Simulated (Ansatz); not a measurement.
## Te2Mo under changes of volume

One of the cells (24.965 Å³/atom); the others are scaled copies at fixed shape and fractional positions:

```
CELL_PARAMETERS angstrom
3.51820 0.00000 0.00000
-1.75910 3.04685 0.00000
0.00000 0.00000 13.97360
ATOMIC_POSITIONS crystal
Te 0.66667 0.33333 0.37900
Te 0.33333 0.66667 0.87900
Te 0.66667 0.33333 0.12100
Te 0.33333 0.66667 0.62100
Mo 0.66667 0.33333 0.75000
Mo 0.33333 0.66667 0.25000
```

* Program: Ansatz 0.2.0
* Functional: PBE
* Potentials or basis: PseudoDojo standard (PBE files)
* Cutoff: 1120 eV
* Density cutoff: 4480 eV
* k mesh: 9 × 9 × 2
* Occupations: fermi-dirac, width 0.05 eV
* Spin: no spin polarisation

| volume (Å³/atom) | energy over the lowest point (meV/atom) | pressure (GPa) | gap on the mesh (eV) | largest force (eV/Å) |
| --- | --- | --- | --- | --- |
| 23.467 | ? | ? | ? | ? |
| 23.966 | 38.64 | 7.7 | 0.75 | 0.787 |
| 24.466 | 18.62 | 5.2 | 0.77 | 0.473 |
| 24.965 | 6.00 | 2.9 | 0.78 | 0.183 |
| 25.464 | 0.02 | 0.9 | 0.79 | 0.086 |
| 25.963 | 0.00 | -0.9 | 0.80 | 0.333 |
| 26.463 | 5.32 | -2.5 | 0.80 | 0.562 |

Question: What does the run at 23.467 Å³/atom give?

Answer: Energy over the lowest point 66.91 meV/atom; pressure 10.5 GPa; gap on the mesh 0.74 eV; largest force 1.128 eV/Å.

Worked out: A Birch-Murnaghan fit of order 3 (a polynomial in V^(-2/3)) to the other rows has its minimum at 25.71 Å³/atom with B0 = V·E''(V) = 93 GPa and B' = 4.5 at fixed shape and positions, which overstates the stiffness. It gives 66.86 meV/atom at 23.467 Å³/atom, against the run's 66.91, and -dE/dV = 10.5 GPa, against 10.5. A straight line through the other rows of the gap, of slope 0.506 eV per unit of ln V, extrapolates to 0.75 eV, against the run's 0.74.

Energies are extrapolated to zero smearing.

Caveats: odd divisions of the mesh miss points on the zone boundary, where band edges often lie, so the gap on the mesh can be too wide; spin-orbit coupling is left out, which moves the levels of the heavy elements; this functional lacks dispersion, which binds the layers, so the pressure and a relaxed spacing across them are unreliable; forces of over 1 eV/Å show positions far from the minimum, so gaps and moduli don't describe the material at rest (some runs).

A mesh can miss the band edges.
